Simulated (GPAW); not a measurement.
# A GW chain in GPAW: TiO2 (1T monolayer)

How does a plane-wave GW calculation on TiO2 (1T monolayer) run from the first input to the gap?

Program: GPAW 26.7.0. Level of theory: PBE and many-body steps on it, plane waves. Results are calculated unless marked as measured.

**1. Set-up**

The cell holds 3 atoms: 1 Ti and 2 O. Cell: a = 3.174 Å, b = 3.174 Å, c = 13.600 Å, α = 90.0°, β = 90.0°, γ = 120.0°. Vacuum lies along c.

The start is a generated structure, not a measured one.

**2. Relaxation**

This step: GPAW 26.7.0; DFT, PBE, plane waves, PAW.

A relaxation at this level of theory: leftover forces would pass straight into the levels.

Input file run.py:

```python
import json
import numpy as np
from gpaw.mpi import world
from ase import Atoms
from ase.constraints import FixSymmetry
from ase.filters import FrechetCellFilter
from ase.optimize import BFGS
from gpaw import GPAW, PW, FermiDirac

atoms = Atoms(['Ti', 'O', 'O'],
    cell=[[3.1740266000, 0.0000000000, 0.0000000000],
      [-1.5870133000, 2.7487876679, 0.0000000000],
      [0.0000000000, 0.0000000000, 13.6000000000]],
    scaled_positions=[[0.0000000000, 0.0000000000, 0.5000000000],
      [0.3333333333, 0.6666666667, 0.5948329198],
      [0.6666666667, 0.3333333333, 0.4051670802]],
    pbc=(True, True, False))
atoms.set_constraint(FixSymmetry(atoms))
atoms.calc = GPAW(mode=PW(700),
    xc='PBE',
    kpts={'size': (9, 9, 1), 'gamma': True},
    occupations=FermiDirac(0.02),
    convergence={'density': 1e-5},
    txt='relax.txt')
steps = []
opt = BFGS(FrechetCellFilter(atoms, mask=[1, 1, 0, 0, 0, 1]), logfile='bfgs.log')
opt.attach(lambda: steps.append([atoms.get_potential_energy(), atoms.cell[:], atoms.positions.copy(), atoms.get_forces()]))
converged = opt.run(fmax=0.03, steps=50)
res = {'converged': bool(converged), 'steps': steps, 'cell': atoms.cell[:], 'frac': atoms.get_scaled_positions()}

if world.rank == 0:
    with open('result.json', 'w') as f:
        json.dump(res, f, default=lambda x: x.tolist())
```

Launch:

```console
> mpirun -n 8 gpaw python run.py
```

Numbers of over 12 decimals in the logs are rounded to 6 here.

Output:

```text
Step     Time          Energy          fmax
BFGS:    0       -23.361975        4.736059
BFGS:    1       -24.171017        4.160974
BFGS:    2       -25.696843        1.120707
[...]
BFGS:    6       -25.764922        0.039225
BFGS:    7       -25.765561        0.023879
```

Elapsed: 36 s, on 8 MPI ranks of Arm Neoverse V1, shared host; peak memory 1.6 GiB; 4.8 min of CPU time.

Relaxation path:

| step | energy less that of the first step (eV) | largest force (eV/Å) |
| --- | --- | --- |
| 1 | 0.0000 | 4.7361 |
| 2 | -0.8090 | 4.1610 |
| 3 | -2.3349 | 1.1207 |
| 4 | -2.3731 | 0.6592 |
| 5 | -2.4027 | 0.0796 |
| 6 | -2.4028 | 0.0272 |
| 7 | -2.4029 | 0.0103 |
| 8 | -2.4036 | 0.0119 |

The atoms that moved most (Å):

| atom | dx | dy | dz | length |
| --- | --- | --- | --- | --- |
| O3 | 0.000 | 0.000 | 0.319 | 0.319 |
| O2 | 0.000 | 0.000 | -0.319 | 0.319 |

Final coordinates:

```xyz
3
Lattice="2.9842 0.0000 0.0000 -1.4921 2.5844 0.0000 0.0000 0.0000 13.6000" Properties=species:S:1:pos:R:3
Ti    0.0000    0.0000    6.8000
O     0.0000    1.7229    7.7712
O     1.4921    0.8615    5.8288
```

**3. Ground state**

The ground-state density comes first.

Input file run.py:

```python
import json
import numpy as np
from gpaw.mpi import world
from ase import Atoms
from gpaw import GPAW, PW, FermiDirac

atoms = Atoms(['Ti', 'O', 'O'],
    cell=[[2.9842119654, 0.0000000000, 0.0000000000],
      [-1.4921059827, 2.5844033723, 0.0000000000],
      [0.0000000000, 0.0000000000, 13.6000000000]],
    scaled_positions=[[0.0000000000, 0.0000000000, 0.5000000000],
      [0.3333333333, 0.6666666667, 0.5714122246],
      [0.6666666667, 0.3333333333, 0.4285877754]],
    pbc=(True, True, False))
calc = GPAW(mode=PW(600),
    xc='PBE',
    kpts={'size': (12, 12, 1), 'gamma': True},
    occupations=FermiDirac(0.001),
    nbands=-7,
    convergence={'density': 1e-6, 'bands': -3},
    maxiter=100,
    txt='gs.txt')
atoms.calc = calc
res = {'energy': atoms.get_potential_energy()}
kpts = calc.get_ibz_k_points()
res['kpts'] = kpts
res['eigenvalues'] = [calc.get_eigenvalues(kpt=k) for k in range(len(kpts))]
res['n_electrons'] = calc.get_number_of_electrons()
calc.write('gs.gpw')

if world.rank == 0:
    with open('result.json', 'w') as f:
        json.dump(res, f, default=lambda x: x.tolist())
```

Launch:

```console
> mpirun -n 8 gpaw python run.py
```

Output:

```text
__  _  _
 | _ |_)|_||  |
 |__||  | ||/\| - 26.7.0

Input parameters:
  mode=PW(ecut=600.0),
  convergence={'density': 1e-06, 'bands': -3},
  kpts=MonkhorstPack(size=(12, 12, 1), gamma=True),
  maxiter=100,
  nbands=-7,
  occupations=Occupations(name='fermi-dirac', width=0.001, fixmagmom=False),
  xc=XC(name='PBE')
  [... matrices ...]
Diagonalizing LCAO Hamiltonian
Converting LCAO to pw mode

        O

       Ti
           O

Atoms  # Å, Bohr magnetons
|   | symbol |         x |        y |        z |    initial magnetic moments |
| 0 |     Ti |  0.000000 | 0.000000 | 6.800000 | ( 0.0000,  0.0000,  0.0000) |
| 1 |      O | -0.000000 | 1.722936 | 7.771206 | ( 0.0000,  0.0000,  0.0000) |
| 2 |      O |  1.492106 | 0.861468 | 5.828794 | ( 0.0000,  0.0000,  0.0000) |

Unit cell  # Å
| periodic |         x |        y |         z |   lengths |     angles |
|      yes |  2.984212 | 0.000000 |  0.000000 |  2.984212 |  90.000000 |
|      yes | -1.492106 | 2.584403 |  0.000000 |  2.984212 |  90.000000 |
|       no |  0.000000 | 0.000000 | 13.600000 | 13.600000 | 120.000000 |

Number of symmetries: 12
Symmetry operations  # r_c * U_cc + t_c -> r_c
|    | kind |            matrix            |
|  0 |  σ   |  1, 1, 0,  0,-1, 0,  0, 0, 1 |
|  1 |  S6  |  1, 1, 0, -1, 0, 0,  0, 0,-1 |
|  2 |  E   |  1, 0, 0,  0, 1, 0,  0, 0, 1 |
|  3 |  C2  |  1, 0, 0, -1,-1, 0,  0, 0,-1 |
|  4 |  C2  |  0, 1, 0,  1, 0, 0,  0, 0,-1 |
|  5 |  C3  |  0, 1, 0, -1,-1, 0,  0, 0, 1 |
|  6 |  S6  |  0,-1, 0,  1, 1, 0,  0, 0,-1 |
|  7 |  σ   |  0,-1, 0, -1, 0, 0,  0, 0, 1 |
|  8 |  σ   | -1, 0, 0,  1, 1, 0,  0, 0, 1 |
|  9 |  i   | -1, 0, 0,  0,-1, 0,  0, 0,-1 |
| 10 |  C3  | -1,-1, 0,  1, 0, 0,  0, 0, 1 |
| 11 |  C2  | -1,-1, 0,  0, 1, 0,  0, 0,-1 |

BZ-sampling:
  Number of BZ points: 144
  Number of IBZ points: 19

  Monkhorst-Pack size: [12, 12, 1]
  Monkhorst-Pack shift: [0.041667, 0.041667, 0.0]

K-points  # in reciprocal-cell coordinates
|     |                                coordinates |     weight |
|   0 | ( -0.00000000,  -0.00000000,   0.00000000) | 0.00694444 |
|   1 | (  0.08333333,  -0.00000000,   0.00000000) | 0.04166667 |
|   2 | (  0.16666667,  -0.08333333,   0.00000000) | 0.04166667 |
|   3 | (  0.16666667,  -0.00000000,   0.00000000) | 0.04166667 |
|   4 | (  0.25000000,  -0.08333333,   0.00000000) | 0.08333333 |
|   5 | (  0.25000000,  -0.00000000,   0.00000000) | 0.04166667 |
|   6 | (  0.33333333,  -0.16666667,   0.00000000) | 0.04166667 |
|   7 | (  0.33333333,  -0.08333333,   0.00000000) | 0.08333333 |
|   8 | (  0.33333333,  -0.00000000,   0.00000000) | 0.04166667 |
|   9 | (  0.33333333,   0.33333333,   0.00000000) | 0.01388889 |
| ... |                                            |            |
|  18 | (  0.50000000,   0.50000000,   0.00000000) | 0.02083333 |

Plane wave coefficients: 3524
Cutoff: 600.0 eV

Spin-components: 1 (collinear spins)
Bands:           19
Projectors:      16
Spin-degeneracy: 2
Datatype:        complex128

  Storage: CPU
  Wave functions: 20_036_944 bytes (2_504_618 per core)
  Projectors: 24_255_248 bytes (3_031_906 per core)
  [... matrices ...]
Parallelization:
  kpt:    4
  domain: 2
  band:   1

Density:
  Valence electrons: 24.0
  Components: 1
  Grid points: [18 18 80]
  Charge: 0.0  # |e|

Potential:
  Grid points: [18 18 80]

species:
  Ti:
    name:    Titanium
    Z:       22.0
    valence: 12
    core:    10
    charge:  0.0  # [|e|]
    compensation charges:
      type: gauss
      rc: 0.38  # [Å]
      lmax: 2
    cutoffs:
      filter: 2.23  # [Å]
      core: 1.02  # [Å]
    projectors
    | kind |    occ | energy [eV] | rcut [Å] |
    |   3s |  2.000 |     -62.623 |    1.270 |
    |   4s |  2.000 |      -4.466 |    1.270 |
    |   3p |  6.000 |     -38.862 |    1.058 |
    |   4p |  0.000 |      -1.466 |    1.058 |
    |   3d |  2.000 |      -4.258 |    1.058 |
    |    d |        |      22.953 |    1.058 |

    Using partial waves for Ti as LCAO basis

  O:
    name:    Oxygen
    Z:       8.0
    valence: 6
    core:    2
    charge:  0.0  # [|e|]
    compensation charges:
      type: gauss
      rc: 0.21  # [Å]
      lmax: 2
    cutoffs:
      filter: 1.17  # [Å]
      core: 0.83  # [Å]
    projectors
    | kind |    occ | energy [eV] | rcut [Å] |
    |   2s |  2.000 |     -23.961 |    0.688 |
    |   2p |  4.000 |      -9.029 |    0.598 |
    |    s |        |       3.251 |    0.688 |
    |    p |        |      18.182 |    0.598 |
    |    d |        |       0.000 |    0.619 |

    Using partial waves for O as LCAO basis

Reference energy: -27305.718884  # eV

eigensolver:
  PPCG
  Converge bands: -3
  niter=2

density mixing:
  MSR1-Mixer
  Pratt-step length: 0.05
  Maximum mixing coefficient: 0.75
  Old densities: 10
  SVD Regularization: 0.005
  Good broyden scale: 1.0
  Trust region scale: 1.0
  Backstep threshold: 4.0
  History deletion threshold: 6.0
  Fourier metric: weight=20.0, sigma=0.015

occupation numbers:
  Fermi-Dirac:
    width: 0.0010  # eV

poisson solver:
  ecut: 4800.0  # eV

xc functional:
  name: PBE with 2 nearest neighbor stencil

Initialization done in: 1.062 s

convergence criteria:
- Maximum integral of absolute [dens]ity change: 1e-06 electrons / valence electron
- Maximum [total energy] change in last 3 cyles: 0.0005 eV / valence electron
- Maximum integral of absolute [eigenst]ate change: 4e-08 eV^2 / valence electron
maximum number of iterations: 100

SCF iterations
|iter     |     time |      energy | eigst |  dens |
|iter:   1|  |  -29.945010 | +0.40 |       |
|iter:   2|  |  -28.475341 | -0.96 | -0.79 |
|iter:   3|  |  -25.798177 | +0.10 | -0.86 |
|iter:   4|  |  -25.618906 | -0.96 | -1.34 |
|iter:   5|  |  -25.600691 | -1.62 | -1.57 |
|iter:   6|  |  -25.597300 | -2.60 | -1.97 |
|iter:   7|  |  -25.597426c| -3.96 | -2.71 |
|iter:   8|  |  -25.597433c| -5.10 | -3.41 |
|iter:   9|  |  -25.597434c| -5.65 | -3.86 |
|iter:  10|  |  -25.597434c| -6.31 | -4.64 |
|iter:  11|  |  -25.597434c| -6.81 | -5.23 |
|iter:  12|  |  -25.597434c| -7.30 | -5.96 |
|iter:  13|  |  -25.597434c| -7.58c| -6.49c|

Converged in 13 steps
SCF loop duration: 5.697 s (0.438 s/step)
Energy contributions relative to reference atoms: (reference = -27305.718884)
  [... matrices ...]
Energy contributions:
  Kinetic:          25.381493
  Coulomb:         -30.345595
  Zero:              0.470709
  External:          0.000000
  Xc:              -21.104040
  Entropy:          -0.000000
  Spinorbit:         0.000000
  ----------------------------
  Free energy:     -25.597434
  Extrapolated:    -25.597434

dipole moment: (-4.806971, -8.325919, 0.000003)  # |e|*Ang

Fermi level: -4.229
Eigenvalues  # (at kpt = [-0.000, -0.000, 0.000])
| band index |      eig [eV] | occ [0-2] |
|          0 |       -60.669 |     2.000 |
|        ... |               |           |
|          4 |       -21.744 |     2.000 |
|          5 |       -20.001 |     2.000 |
|          6 |        -8.009 |     2.000 |
|          7 |        -7.945 |     2.000 |
|          8 |        -7.945 |     2.000 |
|          9 |        -5.018 |     2.000 |
|         10 |        -4.544 |     2.000 |
|         11 |        -4.544 |     2.000 |
|         12 |        -1.642 |     0.000 |
|         13 |        -1.642 |     0.000 |
|         14 |         0.050 |     0.000 |
|         15 |         2.516 |     0.000 |
|         16 |         2.516 |     0.000 |
|         17 |         3.025 |     0.000 |
|         18 |         3.722 |     0.000 |

Gap: 2.750 eV
Transition (v -> c):
  (s=0, k=6, n=11, [0.33, -0.17, 0.00]) -> (s=0, k=0, n=12, [-0.00, -0.00, 0.00])
Direct/indirect transitions are different
Direct gap: 2.901 eV
Transition at: (s=0, k=0, n=11, [-0.00, -0.00, 0.00])
vacuum-level: 3.954  # V
# Writing to gs.gpw (mode='')
  [... matrices ...]
```

Run time: 8.8 s. Hardware: 8 MPI ranks; peak memory 1.3 GiB; 69 s of CPU time.

Numbers from this step:

| Quantity | Value |
| --- | --- |
| total energy | -25.60 eV |
| gap | 2.750 eV |
| k of the valence top | 0.3333, -0.1667, 0 |
| k of the conduction bottom | 0, 0, 0 |
| least direct gap | 2.901 eV |

The gap is indirect, with the least direct gap 0.15 eV higher.

**4. Bands along the symmetry lines**

Levels along a band path, at the cheap level, show where the edges lie and whether the meshes to come will hold them.

Input file run.py:

```python
import json
import numpy as np
from gpaw.mpi import world
from gpaw import GPAW

path = [[0.000000, 0.000000, 0.000000],
    [0.062500, 0.000000, 0.000000],
    [0.125000, 0.000000, 0.000000],
    [0.187500, 0.000000, 0.000000],
    [0.250000, 0.000000, 0.000000],
    [0.312500, 0.000000, 0.000000],
    [0.375000, 0.000000, 0.000000],
    [0.437500, 0.000000, 0.000000],
    [0.500000, 0.000000, 0.000000],
    [0.479167, 0.041667, 0.000000],
    [0.458333, 0.083333, 0.000000],
    [0.437500, 0.125000, 0.000000],
    [0.416667, 0.166667, 0.000000],
    [0.395833, 0.208333, 0.000000],
    [0.375000, 0.250000, 0.000000],
    [0.354167, 0.291667, 0.000000],
    [0.333333, 0.333333, 0.000000],
    [0.291667, 0.291667, 0.000000],
    [0.250000, 0.250000, 0.000000],
    [0.208333, 0.208333, 0.000000],
    [0.166667, 0.166667, 0.000000],
    [0.125000, 0.125000, 0.000000],
    [0.083333, 0.083333, 0.000000],
    [0.041667, 0.041667, 0.000000],
    [0.000000, 0.000000, 0.000000]]
calc = GPAW('gs.gpw').fixed_density(kpts=path,
    symmetry='off',
    nbands=22,
    convergence={'bands': 18},
    txt='bands.txt')
res = {}
kpts = calc.get_ibz_k_points()
res['kpts'] = kpts
res['eigenvalues'] = [calc.get_eigenvalues(kpt=k) for k in range(len(kpts))]
res['n_electrons'] = calc.get_number_of_electrons()

if world.rank == 0:
    with open('result.json', 'w') as f:
        json.dump(res, f, default=lambda x: x.tolist())
```

Launch:

```console
> mpirun -n 8 gpaw python run.py
```

Output:

```text
Diagonalizing LCAO Hamiltonian
Converting LCAO to pw mode
convergence criteria:
- Maximum integral of absolute [eigenst]ate change: 4e-08 eV^2 / valence electron
maximum number of iterations: 100

SCF iterations
|iter     |     time |      energy | eigst |  dens |
|iter:   1|  |             | +0.66 |       |
|iter:   2|  |             | -0.57 |       |
|iter:   3|  |             | -1.80 |       |
[...]
|iter:   8|  |             | -6.42 |       |
|iter:   9|  |             | -7.10 |       |
|iter:  10|  |             | -7.58c|       |
SCF steps: 10
  __  _  _
 | _ |_)|_||  |
 |__||  | ||/\| - 26.7.0

Input parameters:
  mode=PW(ecut=600.0),
  convergence={'bands': 18},
  gpts=array([18, 18, 80]),
  kpts=KPoints(kpts=array([[0.      , 0.      , 0.      ],
         [0.0625  , 0.      , 0.      ],
         [0.125   , 0.      , 0.      ],
         [0.1875  , 0.      , 0.      ],
[...]
[0.479167, 0.041667, 0.      ],
         [0.458333, 0.083333, 0.      ],
[...]
[0.416667, 0.166667, 0.      ],
[...]
[0.25    , 0.25    , 0.      ],
[...]
[0.125   , 0.125   , 0.      ],
         [0.083333, 0.083333, 0.      ],
         [0.041667, 0.041667, 0.      ],
         [0.      , 0.      , 0.      ]])),
  maxiter=100,
  nbands=22,
  occupations=Occupations(name='fermi-dirac', width=0.001, fixmagmom=False),
  parallel={},
  symmetry=Symmetry(point_group=False, time_reversal=False),
  xc=XC(name='PBE')
  [... matrices ...]
timing:  # [seconds]
  Total: 0.035  # ━━━━━━━━━━━━━━━━━━━━━━━━━━━━━━━━━━━━━━━━━━━━━━━━━━━━━━━━━━━
```

Wall time 8.4 s (8 MPI ranks); peak memory 1.4 GiB; 66 s of CPU time.

This step gave:

```yaml
gap: 2.750 eV
k_of_the_valence_top: 0.1667, 0.1667, 0
k_of_the_conduction_bottom: 0, 0, 0
least_direct_gap: 2.901 eV
```

The gap is 2.750 eV, as in the run before at this level.

Electronic bands along the path, in eV, zero at the top of the highest filled band:

| point | band 9 | band 10 | band 11 | band 12 | band 13 | band 14 | band 15 | band 16 |
| --- | --- | --- | --- | --- | --- | --- | --- | --- |
| Γ | -3.55 | -0.63 | -0.15 | -0.15 | 2.75 | 2.75 | 4.44 | 6.91 |
| halfway | -2.95 | -2.01 | -0.96 | -0.02 | 3.12 | 3.60 | 4.18 | 5.96 |
| M | -2.52 | -1.67 | -1.16 | -0.63 | 2.98 | 3.80 | 3.88 | 6.39 |
| halfway | -1.96 | -1.92 | -1.47 | -0.73 | 3.06 | 3.88 | 3.94 | 6.38 |
| K | -2.74 | -1.41 | -1.41 | -1.06 | 2.98 | 4.03 | 4.03 | 6.33 |
| halfway | -2.80 | -1.89 | -1.46 | 0.00 | 3.44 | 3.56 | 4.06 | 6.11 |
| Γ | -3.55 | -0.63 | -0.15 | -0.15 | 2.75 | 2.75 | 4.44 | 6.91 |

**5. Empty states on the mesh, 12×12×1 mesh, 180 bands**

The sums over transitions need many empty states on a uniform mesh; this step solves for them.

Input file run.py:

```python
import json
import numpy as np
from gpaw.mpi import world
from gpaw import GPAW

calc = GPAW('gs.gpw').fixed_density(kpts={'size': (12, 12, 1), 'gamma': True},
    nbands=210,
    convergence={'bands': 180},
    txt='nscf.txt')
calc.write('full.gpw', mode='all')
res = {}
kpts = calc.get_ibz_k_points()
res['kpts'] = kpts
res['eigenvalues'] = [calc.get_eigenvalues(kpt=k) for k in range(len(kpts))]
res['n_electrons'] = calc.get_number_of_electrons()

if world.rank == 0:
    with open('result.json', 'w') as f:
        json.dump(res, f, default=lambda x: x.tolist())
```

Launch:

```console
> mpirun -n 8 gpaw python run.py
```

Output:

```text
Diagonalizing LCAO Hamiltonian
Converting LCAO to pw mode
convergence criteria:
- Maximum integral of absolute [eigenst]ate change: 4e-08 eV^2 / valence electron
maximum number of iterations: 100

SCF iterations
|iter     |     time |      energy | eigst |  dens |
|iter:   1|  |             | +4.50 |       |
|iter:   2|  |             | +3.29 |       |
|iter:   3|  |             | +2.16 |       |
[...]
|iter:  14|  |             | -6.99 |       |
|iter:  15|  |             | -7.29 |       |
|iter:  16|  |             | -7.77c|       |
SCF steps: 16
  __  _  _
 | _ |_)|_||  |
 |__||  | ||/\| - 26.7.0

Input parameters:
  mode=PW(ecut=600.0),
  convergence={'bands': 180},
  gpts=array([18, 18, 80]),
  kpts=MonkhorstPack(size=(12, 12, 1), gamma=True),
  maxiter=100,
  nbands=210,
  occupations=Occupations(name='fermi-dirac', width=0.001, fixmagmom=False),
  parallel={},
  xc=XC(name='PBE')
# Writing to full.gpw (mode='all')
  [... matrices ...]

timing:  # [seconds]
  Total: 0.203  # ━━━━━━━━━━━━━━━━━━━━━━━━━━━━━━━━━━━━━━━━━━━━━━━━━━━━━━━━━━━
```

It took 99 s on 8 MPI ranks; peak memory 1.7 GiB; 12 min of CPU time.

Numbers from this step:

```
gap                                                           : 2.750 eV
k of the valence top                                          : 0.3333, -0.1667, 0
k of the conduction bottom                                    : 0, 0, 0
least direct gap                                              : 2.901 eV
k points computed                                             : 19
lowest point of the top converged band, above the valence top : 79.5670 eV
```

On this mesh the gap is 2.750 eV.

(Continued in part 2 of 2.)

[Paths, hosts, dates, memory and timing lines, banners, echoed tables and standing remarks are left out of the program output.]

[Logs are printed without paths, hosts, clocks, repeated set-up lines and the standing remarks that a program may print on its own settings, such as how far it seeks lower states.]

[Runs of the session that timed out or met a known fault of the program may be left out.]

[Hosts, paths, dates, database ids (printed as entryN), source tags and the programs' standing remarks are cut or masked in the printed files.]
